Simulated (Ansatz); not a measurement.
**C: a line through a two-coordinate scan**

How does the energy of C (Fmmm, No. 69; 2 atoms in the cell) vary with volume per atom at fixed shape, at shift of C1 along [0 1 0] = 0.113 Å?

Method: DFT PBE+D3(BJ), scalar-relativistic, plane waves, PAW, in Ansatz 0.2.0.

40 further runs of the same task are left out: 40 set aside as unsound or not needed.

## Step 1: Starting point

It takes space group Fmmm (No. 69, orthorhombic). Conventional cell: a = 2.466 Å, b = 4.268 Å, c = 6.796 Å, α = 90.00°, β = 90.00°, γ = 90.00°. Around C (site symmetry m2m) lie 3 C at 1.42 Å.

As a file:

```cif
data_structure
_symmetry_space_group_name_H-M 'P 1'
_symmetry_Int_Tables_number 1
_cell_length_a 4.0125
_cell_length_b 3.6146
_cell_length_c 2.4646
_cell_angle_alpha 80.178
_cell_angle_beta 62.578
_cell_angle_gamma 37.245
_cell_volume 17.88
loop_
_atom_site_label
_atom_site_type_symbol
_atom_site_fract_x
_atom_site_fract_y
_atom_site_fract_z
_atom_site_occupancy
C1 C 0.16670 0.83330 0.16670 1
C2 C 0.83330 0.16670 0.83330 1
```

This cell was relaxed beforehand with the same method: volume 8.94 Å³/atom, gap on the mesh 0.07 eV.

## Step 2: The scan

Atoms count from 1 in the order of the input.

The energy is mapped over a free internal coordinate and the cell.

First coordinate, shift of C1 along [0 1 0], its symmetry partners moved as symmetry demands (measured in the relaxed cell): 9 values from −0.150 Å. Second coordinate, volume per atom at fixed shape: 9 values from 8.224 to 9.655 Å³.

Nothing else is relaxed (all other coordinates fixed). Energies count from the relaxed crystal. Points are written as (first, second).

## Step 3: The run at (0.113 Å, 8.224 Å³)

Contents of input.yaml:

```yaml
crystal:
  lattice:
    - [0.0, 2.0755805716, 3.3047059672]
    - [1.1989765253, 0.0, 3.3047059672]
    - [1.1989765253, 2.0755805716, 0.0]
  atoms:
    - { symbol: C, position: [0.1930543001, 0.8069456999, 0.1930543001] }
    - { symbol: C, position: [0.8069456999, 0.1930543001, 0.8069456999] }
basis:
  ecutwfc: 520.0
kpoints:
  mp_grid: { grid: [16, 16, 16] }
hamiltonian:
  xc: pbe
  pseudopotentials: { kind: paw, azcp: { folder: soft_1 } }
  dispersion: d3bj
scf:
  occupations: { method: gaussian, width: 0.03 }
output:
  forces: true
  stress: true
  eigenvalues: true
```

On the command line:

```bash
ansatz run input.yaml --threads 1 --pin off --max-ram 2048MiB --backend cpu --events-out ev --progress --plain --runs-dir out
```

Standard output (excerpt; [...] marks lines left out):

```text
Warning: RAYON_NUM_THREADS=1 ignored (pool sized by the plan → 1); use --threads N
[...]
Pseudopotentials: kind: paw
Pseudopotential: C, paw, valence charge 4, recommended cutoff 420 eV (normal), <dir>
Functional definition: PBE
[...]
Crystal: 2 atoms, lattice volume = 16.448 Å³
Basis set: ecut = 520 eV, 439 PW (Γ), exchange–correlation on 60×54×36 points (8 copies of the dense FFT grid, shifted against one another)
Bands: 8, of which v1, the nominal top of the filled ones, is band 4 counted from 1 (3 counted from 0)
Symmetry: 8 space group operations
Space group: Fmmm (ITA 69), of the structure as read, at distance tolerance 2.5e-5 Å
k-points: 621 of 4096
[...]
SCF iter   1: F=—  HF=-502.350979 eV  |F-HF|=—  |Δ(HF+E_count)|=         —  Δρ=1.59e-1  dr2=3.55e0  ethr=3.10e-3  ⟨swp⟩=4.9  Hψ=34733  notcnv=0
[...]
SCF iter   7: F=-500.796473 eV  HF=-500.796473 eV  |F-HF|=1.66e-9  |Δ(HF+E_count)|=   8.65e-8  Δρ=4.64e-6  dr2=3.01e-9  ethr=7.47e-10  ⟨swp⟩=2.3  Hψ=17004  notcnv=0
[...]
SCF converged after 7 iterations
Free energy (F): -500.796473 eV
[...]
E sigma→0 (E₀):  -500.796396 eV
Entropy (-TS):   -0.000154 eV (-0.077 meV/atom)
Fermi energy:    8.184541 eV
[...]
--- Forces (eV/Å), atoms counted from 1 ---
  atom   1  C      0.00000000    -9.24870817     0.00000000
  atom   2  C      0.00000000     9.24870817     0.00000000
[...]
--- Stress (GPa, compression-positive) ---
      108.864499       0.000000       0.000000
        0.000000      35.086395       0.000000
        0.000000       0.000000       0.646600
  P = ⅓ Tr σ = 48.1992 GPa (481.992 kbar)
--- Band table (eV; the first three rows and the last of 621) ---
  k-point 0: bands = ["-12.6192", "0.5569", "1.5046", "8.7028", "11.9699", "12.3295", "20.4216", "21.3830"]
[...]
```

It took 3.2 s on 1 thread of AMD EPYC 9R45 (Zen 5), shared host; peak memory 0.45 GiB.

That is 687 meV/atom from the zero.

## Step 4: Point (0.113 Å, 8.582 Å³)

input.yaml, as its differences from that of step 3:

```diff
@@ -2,5 +2,5 @@
   lattice:
-    - [0.0, 2.0755805716, 3.3047059672]
-    - [1.1989765253, 0.0, 3.3047059672]
-    - [1.1989765253, 2.0755805716, 0.0]
+    - [0.0, 2.1052712824, 3.3519790387]
+    - [1.2161276134, 0.0, 3.3519790387]
+    - [1.2161276134, 2.1052712824, 0.0]
   atoms:
```

On the command line:

```bash
ansatz run input.yaml --threads 1 --pin off --max-ram 2048MiB --backend cpu --events-out ev --progress --plain --runs-dir out
```

Standard output (excerpt; [...] marks lines left out):

```text
[...]
SCF converged after 7 iterations
Free energy (F): -500.972476 eV
[...]
E sigma→0 (E₀):  -500.972325 eV
Entropy (-TS):   -0.000303 eV (-0.151 meV/atom)
Fermi energy:    7.644131 eV
[...]
--- Forces (eV/Å), atoms counted from 1 ---
  atom   1  C      0.00000000    -8.66654802     0.00000000
  atom   2  C     -0.00000000     8.66654802    -0.00000000
[...]
--- Stress (GPa, compression-positive) ---
       74.285290       0.000000      -0.000000
        0.000000      18.788300      -0.000000
       -0.000000      -0.000000       0.118804
  P = ⅓ Tr σ = 31.0641 GPa (310.641 kbar)
--- Band table (eV; the first three rows and the last of 621) ---
  k-point 0: bands = ["-12.7526", "0.3022", "1.0667", "8.1083", "11.5189", "11.6281", "19.3962", "20.5474"]
[...]
```

It took 3 s on 1 thread of AMD EPYC 9R45 (Zen 5), shared host; peak memory 0.46 GiB.

On the map this point reads 599 meV/atom.

## Step 5: Grid point (0.113 Å, 8.761 Å³)

input.yaml, as its differences from that of step 4:

```diff
@@ -2,5 +2,5 @@
   lattice:
-    - [0.0, 2.1052712824, 3.3519790387]
-    - [1.2161276134, 0.0, 3.3519790387]
-    - [1.2161276134, 2.1052712824, 0.0]
+    - [0.0, 2.1198076564, 3.3751236194]
+    - [1.2245246718, 0.0, 3.3751236194]
+    - [1.2245246718, 2.1198076564, 0.0]
   atoms:
```

On the command line:

```bash
ansatz run input.yaml --threads 1 --pin off --max-ram 2048MiB --backend cpu --events-out ev --progress --plain --runs-dir out
```

Standard output (excerpt; [...] marks lines left out):

```text
Warning: RAYON_NUM_THREADS=1 ignored (pool sized by the plan → 1); use --threads N
[...]
[... 3 set-up lines as earlier in the session ...]
[...]
Crystal: 2 atoms, lattice volume = 17.522 Å³
Basis set: ecut = 520 eV, 487 PW (Γ), exchange–correlation on 60×54×40 points (8 copies of the dense FFT grid, shifted against one another)
Bands: 8, of which v1, the nominal top of the filled ones, is band 4 counted from 1 (3 counted from 0)
[... 1 set-up line as earlier in the session ...]
Space group: Fmmm (ITA 69), of the structure as read, at distance tolerance 2.6e-5 Å
k-points: 621 of 4096
[...]
SCF iter   1: F=—  HF=-502.345035 eV  |F-HF|=—  |Δ(HF+E_count)|=         —  Δρ=1.42e-1  dr2=3.04e0  ethr=3.10e-3  ⟨swp⟩=4.9  Hψ=34491  notcnv=0
[...]
SCF iter   7: F=-501.033423 eV  HF=-501.033423 eV  |F-HF|=3.65e-10  |Δ(HF+E_count)|=   5.69e-8  Δρ=2.22e-6  dr2=5.01e-10  ethr=9.12e-10  ⟨swp⟩=2.7  Hψ=17945  notcnv=0
[...]
SCF converged after 7 iterations
Free energy (F): -501.033423 eV
[...]
E sigma→0 (E₀):  -501.033279 eV
Entropy (-TS):   -0.000290 eV (-0.145 meV/atom)
Fermi energy:    7.383962 eV
[...]
--- Forces (eV/Å), atoms counted from 1 ---
  atom   1  C      0.00000000    -8.39790428     0.00000000
  atom   2  C      0.00000000     8.39790428     0.00000000
[...]
--- Stress (GPa, compression-positive) ---
       59.076276       0.000000       0.000000
        0.000000      11.800397       0.000000
        0.000000       0.000000      -0.076674
  P = ⅓ Tr σ = 23.6000 GPa (236.000 kbar)
--- Band table (eV; the first three rows and the last of 621) ---
  k-point 0: bands = ["-12.8135", "0.1823", "0.8619", "7.8288", "11.2968", "11.3060", "18.9114", "20.1513"]
[...]
```

Run time: 3.2 s. Hardware: 1 thread of AMD EPYC 9R45 (Zen 5), shared host; peak memory 0.46 GiB.

On the map this point reads 569 meV/atom.

## Step 6: Point (0.113 Å, 8.939 Å³)

input.yaml, as its differences from that of step 5:

```diff
@@ -2,5 +2,5 @@
   lattice:
-    - [0.0, 2.1198076564, 3.3751236194]
-    - [1.2245246718, 0.0, 3.3751236194]
-    - [1.2245246718, 2.1198076564, 0.0]
+    - [0.0, 2.1341012763, 3.3978816909]
+    - [1.2327815012, 0.0, 3.3978816909]
+    - [1.2327815012, 2.1341012763, 0.0]
   atoms:
```

On the command line:

```bash
ansatz run input.yaml --threads 1 --pin off --max-ram 2048MiB --backend cpu --events-out ev --progress --plain --runs-dir out
```

Standard output (excerpt; [...] marks lines left out):

```text
Warning: RAYON_NUM_THREADS=1 ignored (pool sized by the plan → 1); use --threads N
[...]
[... 3 set-up lines as earlier in the session ...]
[...]
Crystal: 2 atoms, lattice volume = 17.879 Å³
Basis set: ecut = 520 eV, 499 PW (Γ), exchange–correlation on 60×54×40 points (8 copies of the dense FFT grid, shifted against one another)
Bands: 8, of which v1, the nominal top of the filled ones, is band 4 counted from 1 (3 counted from 0)
[... 2 set-up lines as earlier in the session ...]
k-points: 621 of 4096
[...]
SCF iter   1: F=—  HF=-502.317741 eV  |F-HF|=—  |Δ(HF+E_count)|=         —  Δρ=1.37e-1  dr2=2.89e0  ethr=3.10e-3  ⟨swp⟩=4.9  Hψ=34409  notcnv=0
[...]
SCF iter   6: F=-501.078322 eV  HF=-501.078322 eV  |F-HF|=5.34e-9  |Δ(HF+E_count)|=   1.21e-6  Δρ=1.49e-5  dr2=2.28e-8  ethr=1.25e-9  ⟨swp⟩=7.4  Hψ=29198  notcnv=0
[...]
SCF converged after 6 iterations
Free energy (F): -501.078322 eV
[...]
E sigma→0 (E₀):  -501.078215 eV
Entropy (-TS):   -0.000213 eV (-0.107 meV/atom)
Fermi energy:    7.126202 eV
[...]
--- Forces (eV/Å), atoms counted from 1 ---
  atom   1  C      0.00000000    -8.10779017     0.00000000
  atom   2  C      0.00000000     8.10779017     0.00000000
[...]
--- Stress (GPa, compression-positive) ---
       45.190488       0.000000       0.000000
        0.000000       5.488177       0.000000
        0.000000       0.000000      -0.245443
  P = ⅓ Tr σ = 16.8111 GPa (168.111 kbar)
--- Band table (eV; the first three rows and the last of 621) ---
  k-point 0: bands = ["-12.8732", "0.0663", "0.6639", "7.5569", "10.9752", "11.1019", "18.4438", "19.5794"]
[...]
```

Wall time 2.8 s (1 thread of AMD EPYC 9R45 (Zen 5), shared host); peak memory 0.46 GiB.

On the map this point reads 546 meV/atom.

## Step 7: The run at (0.113 Å, 9.118 Å³)

input.yaml, as its differences from that of step 6:

```diff
@@ -2,5 +2,5 @@
   lattice:
-    - [0.0, 2.1341012763, 3.3978816909]
-    - [1.2327815012, 0.0, 3.3978816909]
-    - [1.2327815012, 2.1341012763, 0.0]
+    - [0.0, 2.1482183678, 3.4203586967]
+    - [1.2409363575, 0.0, 3.4203586967]
+    - [1.2409363575, 2.1482183678, 0.0]
   atoms:
```

On the command line:

```bash
ansatz run input.yaml --threads 1 --pin off --max-ram 2048MiB --backend cpu --events-out ev --progress --plain --runs-dir out
```

Standard output (excerpt; [...] marks lines left out):

```text
Warning: RAYON_NUM_THREADS=1 ignored (pool sized by the plan → 1); use --threads N
[...]
[... 3 set-up lines as earlier in the session ...]
[...]
Crystal: 2 atoms, lattice volume = 18.236 Å³
Basis set: ecut = 520 eV, 499 PW (Γ), exchange–correlation on 64×60×40 points (8 copies of the dense FFT grid, shifted against one another)
Bands: 8, of which v1, the nominal top of the filled ones, is band 4 counted from 1 (3 counted from 0)
[... 2 set-up lines as earlier in the session ...]
k-points: 621 of 4096
[...]
SCF iter   1: F=—  HF=-502.279847 eV  |F-HF|=—  |Δ(HF+E_count)|=         —  Δρ=1.33e-1  dr2=2.74e0  ethr=3.10e-3  ⟨swp⟩=4.9  Hψ=34320  notcnv=0
[...]
SCF iter   6: F=-501.108759 eV  HF=-501.108759 eV  |F-HF|=3.29e-9  |Δ(HF+E_count)|=   1.01e-6  Δρ=9.65e-6  dr2=1.03e-8  ethr=1.25e-9  ⟨swp⟩=7.1  Hψ=28425  notcnv=0
[...]
SCF converged after 6 iterations
Free energy (F): -501.108759 eV
[...]
E sigma→0 (E₀):  -501.108660 eV
Entropy (-TS):   -0.000198 eV (-0.099 meV/atom)
Fermi energy:    6.865628 eV
[...]
--- Forces (eV/Å), atoms counted from 1 ---
  atom   1  C      0.00000000    -7.78460972     0.00000000
  atom   2  C      0.00000000     7.78460972     0.00000000
[...]
--- Stress (GPa, compression-positive) ---
       32.478701       0.000000       0.000000
        0.000000      -0.300885       0.000000
        0.000000       0.000000      -0.399883
  P = ⅓ Tr σ = 10.5926 GPa (105.926 kbar)
--- Band table (eV; the first three rows and the last of 621) ---
  k-point 0: bands = ["-12.9335", "-0.0470", "0.4699", "7.2891", "10.6599", "10.9062", "17.9898", "18.9251"]
[...]
```

Run time: 2.9 s. Hardware: 1 thread of AMD EPYC 9R45 (Zen 5), shared host; peak memory 0.47 GiB.

Energy on the map's scale: 531 meV/atom.

## Step 8: Grid point (0.113 Å, 9.476 Å³)

input.yaml, as its differences from that of step 7:

```diff
@@ -2,5 +2,5 @@
   lattice:
-    - [0.0, 2.1482183678, 3.4203586967]
-    - [1.2409363575, 0.0, 3.4203586967]
-    - [1.2409363575, 2.1482183678, 0.0]
+    - [0.0, 2.1759733913, 3.4645497982]
+    - [1.2569692796, 0.0, 3.4645497982]
+    - [1.2569692796, 2.1759733913, 0.0]
   atoms:
```

On the command line:

```bash
ansatz run input.yaml --threads 1 --pin off --max-ram 2048MiB --backend cpu --events-out ev --progress --plain --runs-dir out
```

Standard output (excerpt; [...] marks lines left out):

```text
[...]
SCF converged after 6 iterations
Free energy (F): -501.131225 eV
[...]
E sigma→0 (E₀):  -501.131111 eV
Entropy (-TS):   -0.000228 eV (-0.114 meV/atom)
Fermi energy:    6.376356 eV
[...]
--- Forces (eV/Å), atoms counted from 1 ---
  atom   1  C      0.00000000    -7.20915978     0.00000000
  atom   2  C      0.00000000     7.20915978     0.00000000
[...]
--- Stress (GPa, compression-positive) ---
       10.275008       0.000000       0.000000
        0.000000     -10.204066       0.000000
        0.000000       0.000000      -0.611579
  P = ⅓ Tr σ = -0.1802 GPa (-1.802 kbar)
--- Band table (eV; the first three rows and the last of 621) ---
  k-point 0: bands = ["-13.0442", "-0.2618", "0.1049", "6.7834", "10.0605", "10.5333", "17.1259", "17.6813"]
[...]
```

Run time: 3 s. Hardware: 1 thread of AMD EPYC 9R45 (Zen 5), shared host; peak memory 0.44 GiB.

That is 520 meV/atom from the zero.

## Step 9: Grid point (0.113 Å, 9.655 Å³)

input.yaml, as its differences from that of step 8:

```diff
@@ -2,5 +2,5 @@
   lattice:
-    - [0.0, 2.1759733913, 3.4645497982]
-    - [1.2569692796, 0.0, 3.4645497982]
-    - [1.2569692796, 2.1759733913, 0.0]
+    - [0.0, 2.1895892675, 3.4862287771]
+    - [1.2648346047, 0.0, 3.4862287771]
+    - [1.2648346047, 2.1895892675, 0.0]
   atoms:
```

On the command line:

```bash
ansatz run input.yaml --threads 1 --pin off --max-ram 2048MiB --backend cpu --events-out ev --progress --plain --runs-dir out
```

Standard output (excerpt; [...] marks lines left out):

```text
[...]
SCF converged after 6 iterations
Free energy (F): -501.125563 eV
[...]
E sigma→0 (E₀):  -501.125464 eV
Entropy (-TS):   -0.000198 eV (-0.099 meV/atom)
Fermi energy:    6.152592 eV
[...]
--- Forces (eV/Å), atoms counted from 1 ---
  atom   1  C      0.00000000    -6.96757508     0.00000000
  atom   2  C      0.00000000     6.96757508     0.00000000
[...]
--- Stress (GPa, compression-positive) ---
        0.572687       0.000000       0.000000
        0.000000     -14.356132       0.000000
        0.000000       0.000000      -0.669793
  P = ⅓ Tr σ = -4.8177 GPa (-48.177 kbar)
--- Band table (eV; the first three rows and the last of 621) ---
  k-point 0: bands = ["-13.0936", "-0.3630", "-0.0653", "6.5471", "9.7778", "10.3558", "16.7164", "17.0922"]
[...]
```

Run time: 3 s. Hardware: 1 thread of AMD EPYC 9R45 (Zen 5), shared host; peak memory 0.46 GiB.

Energy on the map's scale: 523 meV/atom.

## Step 10: What came out

```
volume per atom at fixed shape (Å³)  step  energy (meV/atom)  slope (meV/atom per Å³)  pressure (GPa)  largest force on an atom (eV/Å)
                              8.224     3                687                     −301            48.2                             9.25
                              8.403     –                638                     −245            39.3                             8.94
                              8.582     4                599                     −194            31.1                             8.67
                              8.761     5                569                     −147            23.6                             8.40
                              8.939     6                546                     −105            16.8                             8.11
                              9.118     7                531                      −66            10.6                             7.79
                              9.297     –                522                      −31             4.9                             7.48
                              9.476     8                520                        1            −0.2                             7.21
                              9.655     9                523                       30            −4.8                             6.97
```

Energies count from the relaxed crystal. Rows without a step come from runs not printed here or follow by symmetry. Slopes come from the forces (and the stress, where the cell changes), not from differences of energies.

In words: The lowest point of the line is at 9.476 Å³, 520 meV/atom from the zero. Energies and slopes round the minimum, fitted together, put the minimum at 9.4697 Å³, with a curvature of about 170 meV/atom per (Å³)². V·d²E/dV² there is about 260 GPa, a bulk modulus under this line's constraint. The highest point computed, at 8.224 Å³, lies 167 meV/atom above the lowest. This is one cut through a surface in two coordinates; the map's lowest point lies off it. The gap on the mesh closes on part of the grid.
